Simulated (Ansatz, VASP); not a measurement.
## Two plane-wave programs on NaI

```xyz
2
Lattice="0.0000 3.6127 3.6127 3.6127 0.0000 3.6127 3.6127 3.6127 0.0000" Properties=species:S:1:pos:R:3 pbc="T T T"
Na    0.0000    0.0000    0.0000
I     1.8063    1.8063    1.8063
```

Alike in both runs: task single point; functional r2SCAN; k mesh 6 × 6 × 6; no spin polarisation.

|  | VASP | Ansatz |
| --- | --- | --- |
| version | VASP 6.6.1 | Ansatz 0.2.0 |
| potentials or method | VASP PAW PBE potentials, release 64 (Na_pv, I) | plane waves, PAW |
| plane-wave cutoff (eV) | 520 | 500 |
| occupations | gaussian, width 0.01 eV | fixed |
| valence electrons in the cell | 14 | 26 |

Ansatz gave:

* gap on the k mesh at the Fermi level (eV): 4.32
* pressure (GPa): -0.6

Which values does VASP return?

gap on the k mesh at the Fermi level (eV): 4.33; pressure (GPa): -0.6.

The two sets of potentials don't hold the same shells in valence.

Caveats: the PAW data sets were made with another functional, which shifts forces and pressure a little (VASP); spin-orbit coupling is left out, which moves the levels of the heavy elements. r2SCAN opens gaps a little over a GGA but as a rule still falls short of measured ones.
